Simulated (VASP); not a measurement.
# AlP (F-43m) in VASP: notebook

Runs on AlP. Level: LDA. Tasks: single point, relaxation of cell and atoms.

All numbers are computed with VASP 6.6.1; they aren't measurements. Logs are shortened: lines on timing, memory, paths and dates and some standing lists are left out, and cuts for length are marked.

## (1) Starting point

The structure is cubic, space group F-43m (No. 216). The conventional cell has a = 5.507 Å, b = 5.507 Å, c = 5.507 Å, α = 90.00°, β = 90.00°, γ = 90.00°. Al (site symmetry -43m) has 4 P at 2.38 Å as nearest neighbours. Around P (site symmetry -43m) lie 4 Al at 2.38 Å.

## (2) Single point, LDA (relaxed again under DFT LDA, scalar-relativistic, plane waves, PAW)

INCAR

```
SYSTEM = AlP
PREC     = Accurate       ! precision mode
ENCUT    = 520            ! plane-wave cutoff, eV
EDIFF    = 1E-7           ! SCF threshold, eV
ISMEAR   = 0              ! smearing method
SIGMA    = 0.02           ! smearing width, eV
LREAL    = .FALSE.        ! projectors in reciprocal space
LASPH    = .TRUE.         ! aspherical terms in the spheres
NELM     = 100            ! most SCF steps
ALGO     = Normal         ! electronic algorithm
ISIF     = 2              ! what is computed and relaxed
LWAVE    = .FALSE.        ! write WAVECAR
LCHARG   = .FALSE.        ! write CHGCAR
NBANDS   = 11             ! bands
```

KPOINTS

```
regular mesh
0
G
  8 8 8
  0 0 0
```

POSCAR

```
AlP
1.0
    0.0000000000      2.7171146497      2.7171146497
    2.7171146497      0.0000000000      2.7171146497
    2.7171146497      2.7171146497      0.0000000000
Al P
1 1
Direct
    0.0000000000      0.0000000000      0.0000000000
    0.2500000000      0.2500000000      0.2500000000
```

Potentials or basis: VASP PAW LDA potentials, release 64 (Al, P).

Launch:

```sh
> cat potpaw_LDA.64/Al/POTCAR potpaw_LDA.64/P/POTCAR > POTCAR
> mpirun -np 1 vasp_std > vasp.out
```

OUTCAR:

```text
SYSTEM = AlP
   PREC = Accurate
   ENCUT = 520
   EDIFF = 1E-7
   ISMEAR = 0
   LREAL = .FALSE.
   LASPH = .TRUE.
   NELM = 100
   ISIF = 2

 ion  position               nearest neighbor table
   1  0.000  0.000  0.000-   2 2.35   2 2.35   2 2.35   2 2.35
   2  0.250  0.250  0.250-   1 2.35   1 2.35   1 2.35   1 2.35

  LATTYP: Found a face centered cubic cell.
 ALAT       =     5.4342292994

  Lattice vectors:

 A1 = (   0.0000000000,   2.7171146497,   2.7171146497)
 A2 = (   2.7171146497,   0.0000000000,   2.7171146497)
 A3 = (   2.7171146497,   2.7171146497,   0.0000000000)

Analysis of symmetry for initial positions (statically):
=====================================================================
 Subroutine PRICEL returns:
 Original cell was already a primitive cell.

 Routine SETGRP: Setting up the symmetry group for a
 face centered cubic supercell.

 Subroutine GETGRP returns: Found 24 space group operations
 (whereof 24 operations were pure point group operations)
 out of a pool of 48 trial point group operations.

The static configuration has the point symmetry T_d .

Analysis of symmetry for dynamics (positions and initial velocities):
=====================================================================
 Subroutine PRICEL returns:
 Original cell was already a primitive cell.

 Routine SETGRP: Setting up the symmetry group for a
 face centered cubic supercell.

 Subroutine GETGRP returns: Found 24 space group operations
 (whereof 24 operations were pure point group operations)
 out of a pool of 48 trial point group operations.

The dynamic configuration has the point symmetry T_d .

 Subroutine INISYM returns: Found 24 space group operations
 (whereof 24 operations are pure point group operations),
 and found     1 'primitive' translations

----------------------------------------------------------------------------------------

                                     Primitive cell

  volume of cell :      40.1193

  direct lattice vectors                    reciprocal lattice vectors
     0.000000000  2.717114650  2.717114650    -0.184018735  0.184018735  0.184018735
     2.717114650  0.000000000  2.717114650     0.184018735 -0.184018735  0.184018735
     2.717114650  2.717114650  0.000000000     0.184018735  0.184018735 -0.184018735

  length of vectors
     3.842580388  3.842580388  3.842580388     0.318729798  0.318729798  0.318729798

  position of ions in fractional coordinates (direct lattice)
     0.000000000  0.000000000  0.000000000
     0.250000000  0.250000000  0.250000000

  ion indices of the primitive-cell ions
   primitive index   ion index
                 1           1
                 2           2

----------------------------------------------------------------------------------------

 KPOINTS: regular mesh

Automatic generation of k-mesh.
 Grid dimensions read from file:
 generate k-points for:    8    8    8

 Generating k-lattice:

  Cartesian coordinates                     Fractional coordinates (reciprocal lattice)
    -0.023002342  0.023002342  0.023002342     0.125000000  0.000000000  0.000000000
     0.023002342 -0.023002342  0.023002342     0.000000000  0.125000000  0.000000000
     0.023002342  0.023002342 -0.023002342     0.000000000  0.000000000  0.125000000

  Length of vectors
     0.039841225  0.039841225  0.039841225

  Shift w.r.t. Gamma in fractional coordinates (k-lattice)
     0.000000000  0.000000000  0.000000000

 Subroutine IBZKPT returns following result:
 ===========================================

 Found     29 irreducible k-points:

 Following reciprocal coordinates:
            Coordinates               Weight
  0.000000  0.000000  0.000000      1.000000
  0.125000  0.000000  0.000000      8.000000
  0.250000  0.000000  0.000000      8.000000
  0.375000  0.000000  0.000000      8.000000
  0.500000  0.000000  0.000000      4.000000
  0.125000  0.125000  0.000000      6.000000
[... 16 lines left out ...]
  0.500000  0.250000  0.125000     48.000000
 -0.375000  0.250000  0.125000     24.000000
 [... further k-points ...]
   k-points           NKPTS =     29   k-points in BZ     NKDIM =     29   number of bands    NBANDS=     11
   number of dos      NEDOS =    301   number of ions     NIONS =      2
   total plane-waves  NPLWV =  27000
   dimension x,y,z NGX =    30 NGY =   30 NGZ =   30
   dimension x,y,z NGXF=    60 NGYF=   60 NGZF=   60
   ions per type =               1   1
   NGX,Y,Z   is equivalent  to a cutoff of  12.98, 12.98, 12.98 a.u.
   NGXF,Y,Z  is equivalent  to a cutoff of  25.96, 25.96, 25.96 a.u.
 SYSTEM =  AlP
   PREC   = accura    normal or accurate (medium, high low for compatibility)
   ISTART =      0    job   : 0-new  1-cont  2-samecut
   ICHARG =      2    charge: 1-file 2-atom 10-const
   ISPIN  =      1    spin polarized calculation?
   LNONCOLLINEAR =      F non collinear calculations
   LSORBIT =      F    spin-orbit coupling
   LASPH  =      T    aspherical Exc in radial PAW
   ENCUT  =  520.0 eV  38.22 Ry    6.18 a.u.   7.14  7.14  7.14*2*pi/ulx,y,z
   NELM   =    100;   NELMIN=  2; NELMDL= -5     # of ELM steps
   EDIFF  = 0.1E-06   stopping-criterion for ELM
   LREAL  =      F    real-space projection
   EDIFFG = 0.1E-05   stopping-criterion for IOM
   NSW    =      0    number of steps for IOM
   IBRION =     -1    ionic relax: 0-MD 1-quasi-New 2-CG
   NFREE  =      0    steps in history (QN), initial steepest desc. (CG)
   ISIF   =      2    stress and relaxation
   ISYM   =      2    0-nonsym 1-usesym 2-fastsym
   POTIM  = 0.5000    time-step for ionic-motion
   TEBEG  =    0.0;   TEEND  =   0.0 temperature during run
   PSTRESS=    0.0 pullay stress
   NELECT =       8.0000    total number of electrons
   NUPDOWN=      -1.0000    fix difference up-down
   EMIN   =  10.00;   EMAX   =-10.00  energy-range for DOS
   EFERMI =   0.00;   METHOD = LEGACY
   ISMEAR =     0;   SIGMA  =   0.02  broadening in eV -4-tet -1-fermi 0-gaus
   EFERMI_NEDOS =   21; number of points for ismear=-14 and -15
   IALGO  =     38    algorithm
   IMIX   =      4    mixing-type and parameters
     AMIX     =   0.40;   BMIX     =  1.00
     AMIX_MAG =   1.60;   BMIX_MAG =  1.00
  volume/ion in A,a.u.               =      20.06       135.37
  Fermi-wavevector in a.u.,A,eV,Ry     =   0.956431  1.807392 12.446062  0.914760
  Thomas-Fermi vector in A             =   2.085358
   LORBIT       =      0    0 simple, 1 ext, 2 COOP (PROOUT), +10 PAW based schemes
   GGA     = CA    functional components
   LHFCALC =     F    Hartree Fock is set to
   AEXX    =    0.0000 exact exchange contribution
   IVDW    =     0    specifies the selected vdW correction
   LEPSILON=     F    determine dielectric tensor
   LRPA    =     F    only Hartree local field effects (RPA)
 non-spin polarized calculation
 Gauss-broadening in eV      SIGMA  =   0.02
  energy-cutoff  :      520.00
  volume of cell :       40.12
 maximum number of plane-waves:      1106
 NGX is ok and might be reduce to    30
   NGX = 15   NGY = 15   NGZ = 15

 number of electron       7.9999999 magnetization

 Free energy of the ion-electron system (eV)
  ---------------------------------------------------
  ext. energy  EPLUGINS =         0.00000000
  ---------------------------------------------------
  free energy    TOTEN  =       -11.41231636 eV

  energy without entropy =      -11.41231636  energy(sigma->0) =      -11.41231636

 E-fermi :   4.6868     XC(G=0):  -9.5028

 val. band max:        4.5817252995   @ k =   0.0000   0.0000   0.0000
 cond. band min:       5.9960262742   @ k =   0.5000   0.5000   0.0000
 fundamental gap:      1.4143009747
 Fermi energy:         4.6867717572

 k-point     1 :       0.0000    0.0000    0.0000
  band No.  band energies     occupation
      1      -7.0055      2.00000
      2       4.5817      2.00000
      3       4.5817      2.00000
      4       4.5817      2.00000
      5       7.8216      0.00000
      6       9.0738      0.00000
      7       9.0738      0.00000
      8       9.0738      0.00000
      9      13.4106      0.00000
     10      13.4106      0.00000
     11      14.6656      0.00000

 k-point     2 :       0.1250    0.0000    0.0000
  band No.  band energies     occupation
      1      -6.8293      2.00000
      2       3.3303      2.00000
      3       4.4297      2.00000
      4       4.4297      2.00000
      5       8.2261      0.00000
      6       9.3618      0.00000
      7       9.3618      0.00000
      8       9.6136      0.00000
      9      12.8935      0.00000
     10      12.8935      0.00000
     11      15.3121      0.00000

 k-point     3 :       0.2500    0.0000    0.0000
  band No.  band energies     occupation
      1      -6.3321      2.00000
      2       1.3461      2.00000
      3       4.1297      2.00000
      4       4.1297      2.00000
      5       7.8228      0.00000
      6       9.6657      0.00000
      7       9.6657      0.00000
      8      11.4544      0.00000
      9      12.8616      0.00000
     10      12.8616      0.00000
     11      14.7788      0.00000
[... 267 lines left out ...]
 k-point    23 :       0.5000    0.2500    0.1250
  band No.  band energies     occupation
      1      -5.2921      2.00000
      2      -0.1092      2.00000
      3       2.0535      2.00000
      4       3.2498      2.00000
      5       8.4407      0.00000
      6       9.2903      0.00000
      7      10.5520      0.00000
      8      11.6375      0.00000
      9      14.0266      0.00000
     10      15.8552      0.00000
     11      17.3708      0.00000

 k-point    24 :      -0.3750    0.2500    0.1250
  band No.  band energies     occupation
      1      -4.9496      2.00000
      2      -0.6891      2.00000
      3       1.9186      2.00000
      4       3.0569      2.00000
      5       8.4399      0.00000
      6       9.0152      0.00000
      7      11.4281      0.00000
      8      12.2290      0.00000
      9      13.5191      0.00000
     10      15.9776      0.00000
     11      17.3149      0.00000

 [... further k-points ...]

------------------------ aborting loop because EDIFF is reached ----------------------------------------

  FORCE on cell =-STRESS in cart. coord.  units (eV):
  Direction    XX          YY          ZZ          XY          YZ          ZX
  --------------------------------------------------------------------------------------
  -------------------------------------------------------------------------------------
  Total        0.0088637      0.0088637      0.0088637     -0.0000000      0.0000000      0.0000000
  in kB        0.3539745      0.3539745      0.3539745     -0.0000000      0.0000000      0.0000000
  external PRESSURE =       0.3539745 kB  Pullay stress =       0.0000000 kB

 VOLUME and BASIS-vectors are now :
 -----------------------------------------------------------------------------
  energy-cutoff  :      520.00
  volume of cell :       40.12
      direct lattice vectors                 reciprocal lattice vectors
     0.000000000  2.717114650  2.717114650    -0.184018735  0.184018735  0.184018735
     2.717114650  0.000000000  2.717114650     0.184018735 -0.184018735  0.184018735
     2.717114650  2.717114650  0.000000000     0.184018735  0.184018735 -0.184018735

 POSITION                                       TOTAL-FORCE (eV/Angst)
 -----------------------------------------------------------------------------------
      0.00000      0.00000      0.00000        -0.000000     -0.000000      0.000000
      1.35856      1.35856      1.35856         0.000000      0.000000     -0.000000
 -----------------------------------------------------------------------------------
    total drift:                               -0.000000     -0.000000     -0.000000

  FREE ENERGIE OF THE ION-ELECTRON SYSTEM (eV)
  ---------------------------------------------------
  free  energy   TOTEN  =       -11.4123163631 eV

  energy  without entropy=      -11.4123163631  energy(sigma->0) =      -11.41231636
```

Run time: 11 s. Hardware: 1 thread of Intel Xeon Platinum 8375C at 2.90GHz (Ice Lake), shared host; peak memory 0.14 GiB.

Results:

```
Free energy            : -11.4123 eV
Pressure               : 0.0 GPa
Band gap on the k mesh : 1.41 eV, indirect (least direct gap 3.24 eV)
```

Levels at points of the mesh, in eV from the valence-band top:
| k point | band 1 | band 2 | band 3 | band 4 | band 5 | band 6 | band 7 | band 8 | band 9 |
| --- | --- | --- | --- | --- | --- | --- | --- | --- | --- |
| (0.00, 0.00, 0.00) | -11.59 | 0.00 | 0.00 | 0.00 | 3.24 | 4.49 | 4.49 | 4.49 | 8.83 |
| (0.50, 0.00, 0.00) | -9.85 | -5.64 | -0.78 | -0.78 | 2.72 | 4.74 | 4.74 | 8.11 | 11.55 |
| (0.50, 0.50, 0.00) | -9.17 | -5.40 | -2.15 | -2.15 | 1.41 | 2.33 | 11.01 | 11.01 | 11.98 |

A k mesh can miss the band edges.

[end of part 1 of 2]
